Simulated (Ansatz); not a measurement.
## Al2Au in Ansatz: the effect of functional

The system is Al2Au.

```xyz
3
Lattice="0.0000 2.9388 2.9388 2.9388 0.0000 2.9388 2.9388 2.9388 0.0000" Properties=species:S:1:pos:R:3 pbc="T T T"
Au    0.0000    0.0000    0.0000
Al    4.4081    4.4081    4.4081
Al    1.4694    1.4694    1.4694
```

The cell isn't the ideal one: volume scaled by 0.94.

Alike in all runs:

| Quantity | Value |
| --- | --- |
| Program | Ansatz 0.2.0 |
| Task | single point |
| Potentials or basis | Ansatz PAW |
| k mesh | 8 × 8 × 8 |
| Occupations | fermi-dirac, width 0.05 eV |
| Spin | no spin polarisation |

```tsv
functional	cutoff	pressure (GPa)
LDA	420 eV (not typed: the program's choice for these potentials)	5.1
r2SCAN	500 eV (not typed: the program's choice for these potentials)	?
PBE	420 eV (not typed: the program's choice for these potentials)	11.9
```

Q: What does the run with functional r2SCAN give?

A: Pressure 9.1 GPa.

Caveats: the PAW data sets come from PBE, with cores solved anew for the run's functional, which leaves a small shift of forces and pressure (some runs).
